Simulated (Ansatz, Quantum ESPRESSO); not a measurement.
# GaP (111), zinc blende: a film clamped to its substrate

A thin film takes the in-plane lattice of its substrate and is free along the normal. How do the free axis and the stress follow the misfit? The strained cell has c along the film normal; unstrained it is a = 3.8436 Å, b = 3.8436 Å, c = 9.4149 Å, α = 90.00°, β = 90.00°, γ = 120.00°, with 6 atoms.

Calculated with Quantum ESPRESSO 7.5, PBEsol, GBRV 1.5 ultrasoft potentials, cutoff 680 eV, Fermi–Dirac smearing 0.02 eV, k-mesh 8×8×3, no spin polarisation, no spin-orbit coupling.

Relaxed positions at 0 %:

```
atom       x       y       z
  Ga  0.0000  0.0000  0.0000
  Ga  0.3333  0.6667  0.3333
  Ga  0.6667  0.3333  0.6667
   P  0.0000  0.0000  0.7500
   P  0.3333  0.6667  0.0833
   P  0.6667  0.3333  0.4167
```

| ε∥ (%) | a (Å) | c (Å) | ε⊥ (%) | σ (GPa, tension positive) |
| --- | --- | --- | --- | --- |
| −3 | 3.7283 | 9.5518 | 1.455 | −6.59 |
| −2 | 3.7667 | 9.5041 | 0.948 | −4.25 |
| −1 | 3.8052 | 9.4565 | 0.442 | −2.08 |
| 0 | 3.8436 | 9.4149 | 0.000 | −0.02 |
| 1 | 3.8821 | 9.3720 | −0.456 | 1.89 |
| 3 | 3.9589 | 9.2910 | −1.316 | 5.25 |

**Question.** Fit both responses and give the free strain and the stress at +2 %, a row left out above.

Least squares with y = y0 + y1 ε + y2 ε² (ε in %) gives ε⊥ = −0.010 + (−0.4607) ε + (0.0088) ε² and σ = −0.02 + (1.974) ε + (−0.072) ε² GPa. The linear terms put the ratio of free to applied strain at −0.461 and the biaxial modulus at 197 GPa.

At +2 % the free strain comes out as −0.896 %. The run itself gives −0.899 %, so the estimate misses by 0.003 %; the fitted rows themselves lie up to 0.018 % off the law.

The stress comes out as 3.64 GPa. The run itself gives 3.64 GPa, so the estimate misses by 0.00 GPa, a rounding's worth.

The negative ε² term means that the crystal stiffens in compression and softens in tension.

The same fit over all rows at other levels or in other programs gives the strain ratio = −0.460 with PBEsol (Quantum ESPRESSO, PseudoDojo) and −0.458 with PBEsol (Ansatz).

[Logs are printed without paths, hosts, clocks, repeated set-up lines and the standing remarks that a program may print on its own settings, such as how far it seeks lower states.]
